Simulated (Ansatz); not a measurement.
Start from `Nc1cccc(O)c1` and change one atom or group to get `Oc1ccccc1`.

Ansatz, PBE0-D4/def2-TZVP geometries, multiplicity 1. Each molecule was computed in one conformer, which needn't be the lowest.

```json
{"property": "HOMO energy (ωB97M-V/def2-TZVPP) / eV", "`Nc1cccc(O)c1`": "-7.93"}
{"property": "LUMO energy (B3LYP/def2-TZVPP) / eV", "`Nc1cccc(O)c1`": "-0.07"}
{"property": "zero-point energy (PBE0-D4/def2-TZVP) / kJ/mol", "`Nc1cccc(O)c1`": "319.8"}
{"property": "size of the dipole moment (ωB97M-V/def2-TZVPP) / D", "`Nc1cccc(O)c1`": "1.14"}
{"property": "HOMO energy (PBE/def2-TZVPP) / eV", "`Nc1cccc(O)c1`": "-4.82"}
{"property": "LUMO energy (PBE/def2-TZVPP) / eV", "`Nc1cccc(O)c1`": "-0.73"}
```

Q: Give the same properties after the change, and the shifts. (Estimate.)

A: Computed: 
| property | `Oc1ccccc1` | shift |
| --- | --- | --- |
| HOMO energy (ωB97M-V/def2-TZVPP) / eV | -8.61 | -0.68 |
| LUMO energy (B3LYP/def2-TZVPP) / eV | -0.45 | -0.38 |
| zero-point energy (PBE0-D4/def2-TZVP) / kJ/mol | 275.7 | -44.1 |
| size of the dipole moment (ωB97M-V/def2-TZVPP) / D | 1.30 | 0.16 |
| HOMO energy (PBE/def2-TZVPP) / eV | -5.48 | -0.66 |
| LUMO energy (PBE/def2-TZVPP) / eV | -1.14 | -0.41 |

With PBE0 the HOMO falls by 0.67 eV and the LUMO falls by 0.38 eV, so the gap widens by about 0.29 eV. PBE moves the HOMO by -0.66 eV and ωB97M-V by -0.68 eV. The zero-point energy changes by -44.1 kJ/mol with -6 modes. Dipoles are sizes alone; their direction can turn.

B3LYP here is the variant with VWN-RPA as its local correlation; programs differ in this.

Positive LUMOs are unbound, so they and the gaps depend on the basis.
